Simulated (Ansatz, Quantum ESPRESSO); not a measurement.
**Ti: the pressure in 2 programs**

The cell as given:

The structure is cubic, space group Im-3m (No. 229). Conventional cell: a = 3.282 Å, b = 3.282 Å, c = 3.282 Å, α = 90.00°, β = 90.00°, γ = 90.00°. Ti (site symmetry m-3m) is surrounded by 8 Ti at 2.84 Å.

This isn't the form of Ti at room conditions, which is hcp.

Kept alike: task relaxation of cell and atoms; functional PBEsol; k mesh 11 × 11 × 11; occupations fermi-dirac, width 0.05 eV; no spin polarisation. The mesh is that of the run's cell of 1 atom. No spin-orbit coupling.

- A: Ansatz, all-electron LAPW, scalar-relativistic
- B: Quantum ESPRESSO, GBRV 1.5 PBEsol, cutoff 707 eV

```csv
pressure (GPa),A: volume (Å³/atom),B: volume (Å³/atom)
0,16.524,16.523
5,15.859,15.856
10,15.291,15.291
```

Values hold for each row's relaxed cell, which stops near the pressure aimed at. The runs follow the start's structure, whether or not it is the stable one at these pressures.

Question: How large is the effect of the pressure, and do the programs agree on it?

Answer: From 0 to 10 GPa the volume moves by -1.233 in A, -1.232 in B (Å³/atom). Row by row the programs differ by 0.000 to 0.003, and over this span the shifts, as printed, agree within 1 %.
